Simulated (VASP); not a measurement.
A run of VASP 6.6.1 is set up as follows.

File INCAR:

```
SYSTEM = Ir
PREC     = Accurate       ! precision mode
ENCUT    = 520            ! plane-wave cutoff, eV
EDIFF    = 1E-6           ! SCF threshold, eV
ISMEAR   = 1              ! smearing method
SIGMA    = 0.1            ! smearing width, eV
LREAL    = .False.        ! projectors in reciprocal space
LASPH    = .True.         ! aspherical terms in the spheres
NELM     = 120            ! most SCF steps
ALGO     = Fast           ! electronic algorithm
ISIF     = 2              ! what is computed and relaxed
LWAVE    = .False.        ! write WAVECAR
LCHARG   = .False.        ! write CHGCAR
LDIPOL   = .True.       
IDIPOL   = 3            
DIPOL    = 0.5 0.5 0.500
GGA      = PE             ! functional
IBRION   = 2              ! ionic algorithm
NSW      = 90             ! ionic steps
EDIFFG   = -0.02          ! ionic threshold
KPAR     = 2
```

The input KPOINTS:

```
regular mesh
0
Gamma
  14 14 1
  0 0 0
```

Contents of POSCAR:

```
Ir
1.0
    2.7193470000      0.0000000000      0.0000000000
   -1.3596735000      2.3550235400      0.0000000000
    0.0000000000      0.0000000000     27.5564212900
Ir
4
Direct
    0.0000000000      1.0000000000      0.3773085900
    0.6666670000      0.3333330000      0.4591040900
    0.3333340000      0.6666660000      0.5408959100
    0.0000000000      1.0000000000      0.6226914100
```

Potentials or basis: VASP PAW PBE potentials, release 64 (Ir).

Command:

```console
$ cat potpaw_PBE.64/Ir/POTCAR > POTCAR
$ mpirun -np 2 vasp_std > vasp.out
```

**Question.** Estimate the band gap on the k mesh.

**Answer.** None (metal or under the smearing width).

**Question.** What does it give for the energy gained by relaxing?

**Answer.** 8.4 meV/atom.

Step by step:
```csv
step,energy change (eV),largest force (eV/Å),pressure (GPa)
1,0.0000,0.4983,-2.85
2,-0.0187,0.2782,-2.29
3,-0.0254,0.3185,-1.70
4,-0.0330,0.0431,-1.36
5,-0.0333,0.0249,-1.29
6,-0.0333,0.0262,-1.27
7,-0.0334,0.0028,-1.21
```

Spin-orbit coupling is left out, which matters for the levels of Ir.
